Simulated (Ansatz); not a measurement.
Runs of Ansatz 0.2.0 on Rh. It takes space group Fm-3m (No. 225, cubic). Conventional cell: a = 3.796 Å, b = 3.796 Å, c = 3.796 Å, α = 90.00°, β = 90.00°, γ = 90.00°. Rh (site symmetry m-3m) has 12 Rh at 2.68 Å as nearest neighbours. 

```tsv
task	level	spin	cell	k mesh	smearing	points for each segment of the path	mesh quality	gap on the mesh (eV)	pressure (GPa)	relaxed volume (Å³/atom)
single point	HSE06	SOC, no magnetisation	as given	5 × 5 × 5	fermi-dirac 0.05 eV	-	coarse	none	-0.9	-
single point	PBE0	SOC, no magnetisation	as given	5 × 5 × 5	fermi-dirac 0.05 eV	-	coarse	none	-1.6	-
single point	PBEsol	off	as given	12 × 12 × 12	gaussian 0.02 eV	-	not flagged	none	-3.8	-
band structure	HSE03	off	as given	6 × 6 × 6	fermi-dirac 0.05 eV	4	coarse	none	-1.7	-
band structure	RPBE	off	as given	12 × 12 × 12	fermi-dirac 0.05 eV	14	not flagged	none	12.0	-
relaxation of cell and atoms	PBE0	off	relaxed	6 × 6 × 6	fermi-dirac 0.05 eV	-	coarse	none	0.0	(b)
band structure	PBEsol	SOC, no magnetisation	as given	9 × 9 × 9	fermi-dirac 0.05 eV	14	not flagged	none	-3.3	-
relaxation of cell and atoms	PBEsol	off	relaxed	12 × 12 × 12	fermi-dirac 0.05 eV	-	not flagged	-	0.0	(a)
```

Alike in all rows: potentials or basis Ansatz PAW; cutoff (eV) 420.

Task: Estimate the missing entries.

Result: (a) 13.50; (b) 13.53.

Caveats: some runs use coarse meshes; the PAW data sets come from PBE, with cores solved anew for the run's functional, which leaves a small shift of forces and pressure; the thresholds are loose for stress (some runs); the plane-wave basis is chosen anew once the cell has moved, so the energies of steps on either side of that aren't comparable (some runs).

A k mesh can miss the band edges, and rows without SOC leave out spin-orbit coupling on Rh.

A gap of «none» marks a metal or a gap under the smearing width.

Runs at the PBE level aren't shown here.
